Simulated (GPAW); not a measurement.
The system is MnO.

```xyz
2
Lattice="0.0000 2.2220 2.2220 2.2220 0.0000 2.2220 2.2220 2.2220 0.0000" Properties=species:S:1:pos:R:3 pbc="T T T"
Mn    0.0000    0.0000    0.0000
O     2.2220    2.2220    2.2220
```

Base run:

- Program: GPAW 26.7.0
- Functional: r2SCAN
- Potentials or basis: GPAW PAW data sets (gpaw-data 1.2.1)
- Cutoff: 800 eV
- Basis: pw
- k mesh: 7 × 7 × 7
- Occupations: fermi-dirac, width 0.05 eV
- Spin: collinear spin, ferromagnetic start
- Starting moments: [4.0, 0.0] μB
- Hubbard terms: Mn d U = 8 eV

Its results: band gap on the k mesh 1.76 eV, indirect (least direct gap 3.34 eV); pressure 9.2 GPa; net moment 5.00 μB per cell; site moments Mn +4.65; O +0.09 μB.

Q: After a change of settings the same cell gave: band gap on the k mesh none (metal or under the smearing width); pressure 3.8 GPa; net moment 4.99 μB per cell; site moments Mn +4.44; O +0.20 μB. Which change was it?
A. occupations from fermi-dirac, width 0.05 eV to gaussian, width 0.05 eV; hubbard terms from Mn d U = 8 eV to Mn d U = 5 eV
B. hubbard terms from Mn d U = 8 eV to none
C. hubbard terms from Mn d U = 8 eV to Mn d U = 3 eV

A: B.

The U term pushes filled and empty states of the shell apart.

Caveats: the PAW data sets were made with another functional, which shifts forces and pressure a little; a cell with one magnetic atom can't hold antiferromagnetic order, which such compounds often take; an odd mesh through Γ misses points on the zone boundary, where band edges often lie (some runs); semilocal functionals often make such compounds metallic where correlation or magnetic order opens a gap, which also shifts bond lengths (some runs).

Not every run made on this cell is shown here.
